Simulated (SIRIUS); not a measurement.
**Ce in SIRIUS: convergence with k mesh**

Input of the first run (k mesh 2 × 2 × 2); the others differ in this setting and in those tied to it:

sirius.json

```json
{
  "control": {
    "processing_unit": "cpu",
    "verbosity": 2,
    "num_bands_to_print": 12,
    "print_forces": true,
    "print_stress": true
  },
  "parameters": {
    "electronic_structure_method": "pseudopotential",
    "xc_functionals": ["XC_GGA_X_PBE", "XC_GGA_C_PBE"],
    "gk_cutoff": 7.0,
    "pw_cutoff": 14.0,
    "ngridk": [2, 2, 2],
    "shiftk": [0, 0, 0],
    "smearing": "gaussian",
    "smearing_width": 0.0018374661,
    "num_bands": 12,
    "num_mag_dims": 1,
    "num_dft_iter": 100,
    "energy_tol": 1e-08,
    "density_tol": 1e-06
  },
  "iterative_solver": {
    "type": "davidson",
    "min_tolerance": 1e-10
  },
  "mixer": {
    "type": "anderson",
    "beta": 0.5,
    "max_history": 8
  },
  "settings": {
    "tol_ne": 1e-10,
    "smooth_initial_mag": true
  },
  "unit_cell": {
    "lattice_vectors": [
      [0.0, 0.707106781187, 0.707106781187],
      [0.707106781187, 0.0, 0.707106781187],
      [0.707106781187, 0.707106781187, 0.0]
    ],
    "lattice_vectors_scale": 6.8965923775,
    "atom_coordinate_units": "lattice",
    "atom_types": ["Ce"],
    "atom_files": {
      "Ce": "Ce.json"
    },
    "atoms": {
      "Ce": [
        [0.0, 0.0, 0.0, 0.0, 0.0, 1.0]
      ]
    }
  }
}
```

Potentials or basis: PseudoDojo 0.4 PBE 3+ lanthanides (scalar relativistic).

The run is started by

```console
$ upf_to_json Ce.upf
$ OMP_NUM_THREADS=1 sirius.scf --input=sirius.json --output=out.json --task=0
```

Hardware: 1 thread of Arm Neoverse V1, on a shared host.

```tsv
k mesh	energy less the tightest run, at zero smearing (meV/atom)	SCF cycles	CPU time (s)	peak memory (GiB)
2 × 2 × 2	-2097.59	17	7.2	0.19
4 × 4 × 4	89.75	17	11	0.2
5 × 5 × 5	86.00	20	14	0.21
6 × 6 × 6	-6.48	20	20	0.22
8 × 8 × 8	-5.00	18	30	0.25
9 × 9 × 9	10.42	18	34	0.26
11 × 11 × 11	-2.66	17	49	0.31
14 × 14 × 14	0.00	16	84	0.43
```

Not settled before the last step: the energy (to 1 meV/atom). Meshes of other sizes hit other points, so gaps and Fermi surfaces needn't settle smoothly. The tightest run that finished is the yardstick and may itself not be fully converged.

Caveat, for the tightest run too: the magnetic or orbital state may not be the lowest; spin-orbit coupling is left out, which moves the levels of the heavy elements; the 4f electrons are frozen in the core as for a trivalent ion, so they carry no moment and show no levels. The state reached can hang on the start; a lower one may exist.
